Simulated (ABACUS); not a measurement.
Wanted: the native input for an ABACUS 3.10.1 run.

| Property | Result |
| --- | --- |
| Task | single point |
| Functional | PBE |
| Potentials or basis | PseudoDojo NC SR 0.4.1 PBE standard |
| Cutoff | 1361 eV |
| Density cutoff | 5442 eV |
| Basis | DZP LCAO (the cutoffs set its grid) |
| k mesh | 6 × 6 × 6 |
| Occupations | fermi-dirac, width 0.05 eV |
| Spin | no spin polarisation |
| Radial cutoff of the potentials (pseudo_rcut) | 7 bohr |
| Orbital files | Si Si_confined-atom_7au_2s2p1d.orb, O O_confined-atom_6au_2s2p1d.orb |
| SCF threshold on the density | 1e-07 |
| Max SCF steps | 100 |
| Eigensolver | genelpa |
| Mixing | broyden |
| Mixing share | 0.7 |
| Symmetry key | 1 |
| Bands | 39 |

SiO2:

```
Si O
1.0
    -2.62334    4.77675    4.44167
     2.62334   -4.77675    4.44167
     2.62334    4.77675   -4.44167
Si O
4 8
Direct
  0.26034 0.84494 0.41540
  0.07045 0.15506 0.91540
  0.73966 0.15506 0.58460
  0.92955 0.84494 0.08460
  0.50000 0.00000 0.50000
  0.00000 0.00000 0.00000
  0.79318 0.00000 0.29318
  0.20682 0.50000 0.20682
  0.20682 0.00000 0.70682
  0.79318 0.50000 0.79318
  0.86931 0.11931 0.75000
  0.13069 0.88069 0.25000
```

The cell comes from a database or a generator and needn't be the stable form of this composition.

The input as run:

INPUT

```
INPUT_PARAMETERS
suffix              SiO2
calculation         scf
basis_type          lcao
pseudo_dir          ./
orbital_dir         ./
symmetry            1
dft_functional      pbe
ecutwfc             100
pseudo_rcut         7
nspin               1
nbands              39
ks_solver           genelpa
smearing_method     fd
smearing_sigma      0.00367493
scf_thr             1e-07
scf_nmax            100
mixing_type         broyden
mixing_beta         0.7
cal_force           1
cal_stress          1
out_mul             1
out_chg             1
out_pot             2
out_elf             1
```

STRU

```
ATOMIC_SPECIES
Si 28.0850 Si.upf
O 15.9990 O.upf

NUMERICAL_ORBITAL
Si_confined-atom_7au_2s2p1d.orb
O_confined-atom_6au_2s2p1d.orb

LATTICE_CONSTANT
1.8897261246

LATTICE_VECTORS
-2.6233364600 4.7767535050 4.4416747250
2.6233364600 -4.7767535050 4.4416747250
2.6233364600 4.7767535050 -4.4416747250

ATOMIC_POSITIONS
Direct

Si
0.0
4
0.2603409800 0.8449448900 0.4153960900 1 1 1
0.0704512000 0.1550551100 0.9153960900 1 1 1
0.7396590200 0.1550551100 0.5846039100 1 1 1
0.9295488000 0.8449448900 0.0846039100 1 1 1

O
0.0
8
0.5000000000 0.0000000000 0.5000000000 1 1 1
0.0000000000 0.0000000000 0.0000000000 1 1 1
0.7931754100 0.0000000000 0.2931754100 1 1 1
0.2068245900 0.5000000000 0.2068245900 1 1 1
0.2068245900 0.0000000000 0.7068245900 1 1 1
0.7931754100 0.5000000000 0.7931754100 1 1 1
0.8693111300 0.1193111300 0.7500000000 1 1 1
0.1306888700 0.8806888700 0.2500000000 1 1 1
```

KPT

```
K_POINTS
0
Gamma
6 6 6 0 0 0
```

Potentials or basis: PseudoDojo NC SR 0.4.1 PBE standard, DZP LCAO (the cutoffs set its grid).

Run with:

```bash
$ OMP_NUM_THREADS=1 mpirun -np 4 abacus > log
```

Results of the run:

| Property | Result |
| --- | --- |
| Pressure | 6.3 GPa |
| Largest force | 0.792 eV/Å |
| Band gap on the k mesh | 6.91 eV, direct |
| Mulliken charges | Si +0.22; O -0.06, -0.13, -0.12 e |

Caveat: the atomic orbitals were generated for these runs and aren't a published set; Mulliken charges move with the basis; the basis of atomic orbitals isn't converged, which shifts pressures, moduli and gaps.

Run time: 26 s on 4 MPI ranks on Intel(R) Xeon(R) Platinum 8488C (Sapphire Rapids), on a shared host, peak memory 0.76 GiB a rank.
